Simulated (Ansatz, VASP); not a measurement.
# One calculation of Ta, two programs

The input INCAR:

```
SYSTEM = Ta
ALGO = Normal ; EDIFF = 1E-6
ENCUT = 520 ; GGA = CA
ISIF = 2 ; ISMEAR = -1
LASPH = .TRUE. ; LCHARG = .FALSE.
LREAL = .FALSE. ; LWAVE = .FALSE.
NBANDS = 12 ; NELM = 80
PREC = Accurate ; SIGMA = 0.05
```

File KPOINTS:

```
k-points
0
G
  11 11 11
  0 0 0
```

The input POSCAR:

```
Ta
1.0
   -1.6401972500      1.6401972500      1.6401972500
    1.6401972500     -1.6401972500      1.6401972500
    1.6401972500      1.6401972500     -1.6401972500
Ta
1
Direct
    0.0000000000      0.0000000000      0.0000000000
```

The input input.yaml:

```yaml
crystal:
  lattice:
    - [-1.64019725, 1.64019725, 1.64019725]
    - [1.64019725, -1.64019725, 1.64019725]
    - [1.64019725, 1.64019725, -1.64019725]
  atoms:
    - { symbol: Ta, position: [0.0, 0.0, 0.0] }
kpoints:
  mp_grid: { grid: [11, 11, 11] }
scf:
  occupations: { method: fermi_dirac, width: 0.05 }
hamiltonian:
  xc: lda
  pseudopotentials: { kind: all_electron, lapw: { basis_error: 0.001 } }
output:
  forces: true
  stress: true
  eigenvalues: true
```

Change from the starting cell: volume scaled by 0.98.

Alike in both runs: task single point; functional LDA; k mesh 11 × 11 × 11; occupations fermi-dirac, width 0.05 eV; no spin polarisation.

```csv
,VASP,Ansatz
version,VASP 6.6.1,Ansatz 0.2.0
potentials or method,"VASP PAW LDA potentials, release 64 (Ta_pv)","all-electron LAPW, scalar-relativistic"
plane-wave cutoff (eV),520,see its input
```

```csv
,VASP,Ansatz,Ansatz less VASP
gap on the k mesh at the Fermi level (eV),none,none,-
pressure (GPa),-4.6,-5.6,-0.97
```

A gap of «none» marks a metal or a gap that the smearing closes. Ansatz ran all-electron here, so the differences hold the error of VASP's frozen core and of both bases.

The runs have no spin-orbit coupling, so splittings on Ta are missing.
